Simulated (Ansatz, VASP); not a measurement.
**Na: VASP beside Ansatz**

```
CELL_PARAMETERS angstrom
-2.11750 2.15985 2.11750
2.11750 -2.15985 2.11750
2.11750 2.15985 -2.11750
ATOMIC_POSITIONS crystal
Na 0.00000 0.00000 0.00000
```

Change from the starting cell: strain +0.0200 x Voigt [0, 1, 0, 0, 0, 0], atoms carried along.

Alike in both runs: task single point; functional LDA; k mesh 16 × 16 × 16; occupations gaussian, width 0.15 eV; no spin polarisation.

|  | VASP | Ansatz |
| --- | --- | --- |
| version | VASP 6.6.1 | Ansatz 0.2.0 |
| potentials or method | VASP PAW LDA potentials, release 64 (Na_pv) | scalar-relativistic, plane waves, PAW |
| plane-wave cutoff (eV) | 520 | 420 |
| valence electrons in the cell | 7 | 9 |

Ansatz gave:

```
gap on the k mesh at the Fermi level (eV) : none
pressure (GPa)                            : -1.0
```

Problem. What did VASP give for the same quantities?

Solution. gap on the k mesh at the Fermi level (eV): none; pressure (GPa): -1.1.

A gap of «none» marks a metal or a gap that the smearing closes. The two sets of potentials don't hold the same shells in valence.
